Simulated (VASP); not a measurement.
# MoS2 (Fm-3m) in VASP: notebook, part 2 of 2

VASP 6.6.1. The steps go on from the part before.

### Step 4. Single point, PBE+U, collinear spin, ferromagnetic start

Contents of INCAR:

```
PREC = Accurate
ENCUT = 520
EDIFF = 1E-7
ISMEAR = 0
SIGMA = 0.05
LREAL = False
LASPH = True
NELM = 60
ALGO = Normal
ISIF = 2
LWAVE = False
LCHARG = False
ISPIN = 2
MAGMOM = 1 0 0
LORBIT = 11
LMAXMIX = 4
LDAU = True
LDAUTYPE = 2
LDAUL = 2 -1
LDAUU = 5 0
LDAUJ = 0 0
LDAUPRINT = 1
GGA = PE
NBANDS = 24
```

Contents of KPOINTS:

```
Automatic mesh
0
Gamma
  6 6 6
```

Contents of POSCAR:

```
MoS2
1.0
    0.0000000000      2.9959514200      2.9959514200
    2.9959514200      0.0000000000      2.9959514200
    2.9959514200      2.9959514200      0.0000000000
Mo S
1 2
Direct
    0.0000000000      0.0000000000      0.0000000000
    0.2500000000      0.2500000000      0.2500000000
    0.7500000000      0.7500000000      0.7500000000
```

Potentials or basis: VASP PAW PBE potentials, release 64 (Mo_sv, S).

Command:

```bash
> cat potpaw_PBE.64/Mo_sv/POTCAR potpaw_PBE.64/S/POTCAR > POTCAR
> mpirun -np 1 vasp_std > vasp.out
```

OUTCAR:

```text
PREC = Accurate
   ENCUT = 520
   EDIFF = 1E-7
   ISMEAR = 0
   LREAL = False
   LASPH = True
   NELM = 60
   ISIF = 2
   ISPIN = 2
   LORBIT = 11
   GGA = PE

 ion  position               nearest neighbor table
   1  0.000  0.000  0.000-   3 2.59   3 2.59   3 2.59   2 2.59   2 2.59   2 2.59   3 2.59   2 2.59

   2  0.250  0.250  0.250-   1 2.59   1 2.59   1 2.59   1 2.59
   3  0.750  0.750  0.750-   1 2.59   1 2.59   1 2.59   1 2.59

  LATTYP: Found a face centered cubic cell.
 ALAT       =     5.9919028400

  Lattice vectors:

 A1 = (   0.0000000000,   2.9959514200,   2.9959514200)
 A2 = (   2.9959514200,   0.0000000000,   2.9959514200)
 A3 = (   2.9959514200,   2.9959514200,   0.0000000000)

Analysis of symmetry for initial positions (statically):
=====================================================================
 Subroutine PRICEL returns:
 Original cell was already a primitive cell.

[... 1087 lines left out ...]
     23      19.5397      0.00000
     24      21.4724      0.00000

------------------------ aborting loop because EDIFF is reached ----------------------------------------

  FORCE on cell =-STRESS in cart. coord.  units (eV):
  Direction    XX          YY          ZZ          XY          YZ          ZX
  --------------------------------------------------------------------------------------
  -------------------------------------------------------------------------------------
  Total        1.7517842      1.7517842      1.7517842     -0.0000000      0.0000000      0.0000000
  in kB       52.1863451     52.1863451     52.1863451     -0.0000000      0.0000000      0.0000000
  external PRESSURE =      52.1863451 kB  Pullay stress =       0.0000000 kB

 VOLUME and BASIS-vectors are now :
 -----------------------------------------------------------------------------
  energy-cutoff  :      520.00
  volume of cell :       53.78
      direct lattice vectors                 reciprocal lattice vectors
     0.000000000  2.995951420  2.995951420    -0.166891892  0.166891892  0.166891892
     2.995951420  0.000000000  2.995951420     0.166891892 -0.166891892  0.166891892
     2.995951420  2.995951420  0.000000000     0.166891892  0.166891892 -0.166891892

 POSITION                                       TOTAL-FORCE (eV/Angst)
 -----------------------------------------------------------------------------------
      0.00000      0.00000      0.00000        -0.000000     -0.000000     -0.000000
      1.49798      1.49798      1.49798        -0.000000     -0.000000     -0.000000
      4.49393      4.49393      4.49393         0.000000      0.000000      0.000000
 -----------------------------------------------------------------------------------
    total drift:                                0.000000     -0.000000      0.000000

  FREE ENERGIE OF THE ION-ELECTRON SYSTEM (eV)
  ---------------------------------------------------
  free  energy   TOTEN  =       -15.4754313855 eV

  energy  without entropy=      -15.4745588060  energy(sigma->0) =      -15.47499510

 total charge

# of ion       s       p       d       tot
------------------------------------------
    1        2.252   6.152   3.633  12.037
    2        1.355   2.379   0.000   3.734
    3        1.355   2.379   0.000   3.734
--------------------------------------------------
tot          4.962  10.910   3.633  19.506

 magnetization (x)

# of ion       s       p       d       tot
------------------------------------------
    1        0.041   0.035   2.127   2.203
    2       -0.007  -0.158   0.000  -0.165
    3       -0.007  -0.158   0.000  -0.165
--------------------------------------------------
tot          0.026  -0.281   2.127   1.873
```

Wall time 19 s (1 thread of Intel Xeon 6975P-C (Granite Rapids), shared host); peak memory 0.2 GiB.

Results:

| Property | Result |
| --- | --- |
| Free energy | -15.4754 eV |
| Pressure | 5.2 GPa |
| Band gap on the k mesh | none (metal or under the smearing width) |
| Net moment | 2.01 μB per cell |
| Site moments | Mo +2.20; S -0.17 μB |
| Valence electrons inside the program's atomic spheres | Mo 12.04; S 3.73 |

Levels at points of the mesh, in eV from the Fermi level:
Spin up:
| k point | band 10 | band 11 | band 12 | band 13 | band 14 | band 15 | band 16 | band 17 | band 18 | band 19 |
| --- | --- | --- | --- | --- | --- | --- | --- | --- | --- | --- |
| (0.00, 0.00, 0.00) | -4.43 | -4.43 | -1.21 | -1.21 | -1.21 | 2.58 | 2.58 | 2.58 | 3.99 | 3.99 |
| (0.50, 0.00, 0.00) | -3.61 | -3.60 | -3.60 | -3.55 | -3.55 | -0.04 | 2.03 | 2.03 | 6.06 | 7.32 |
| (0.50, 0.50, 0.00) | -3.88 | -3.64 | -3.50 | -3.50 | -0.02 | 0.21 | 2.24 | 2.24 | 3.67 | 6.56 |
Spin down:
```csv
k point,band 10,band 11,band 12,band 13,band 14,band 15
"(0.00, 0.00, 0.00)",-1.37,-1.37,-1.37,0.55,0.55,3.98
"(0.50, 0.00, 0.00)",-3.72,-3.62,-3.62,0.80,0.80,1.64
"(0.50, 0.50, 0.00)",-2.53,-2.53,-0.01,0.14,1.79,1.99
```

Eigenvalues of the final occupation matrices:
```
    site  spin  trace               eigenvalues
site 1 d     1   2.91  0.41 0.41 0.41 0.84 0.84
site 1 d     2   0.77  0.03 0.03 0.23 0.23 0.23
```

### Step 5. Overview

| spin | U | fixed moment (μB) | gap on the mesh (eV) | pressure (GPa) | moment (μB) |
| --- | --- | --- | --- | --- | --- |
| collinear, ferromagnetic start | Mo d U = 2 eV | 3 | - | 5.1 | 3.00 |
| non-collinear, random start | Mo d U = 2 eV | - | none | 0.6 | 1.94 |
| collinear, ferromagnetic start | Mo d U = 5 eV | - | none | 5.2 | 2.01 |

Alike in all rows: task single point; level PBE+U; potentials or basis VASP PAW PBE potentials, release 64 (Mo_sv, S); cell as given; k mesh 6 × 6 × 6; cutoff (eV) 520; smearing gaussian 0.05 eV.

Caveats: the moment is held away from its start (some runs); the total moment is fixed, so each spin has its own Fermi level (some runs).

Absolute energies hang on the potentials; compare differences alone.
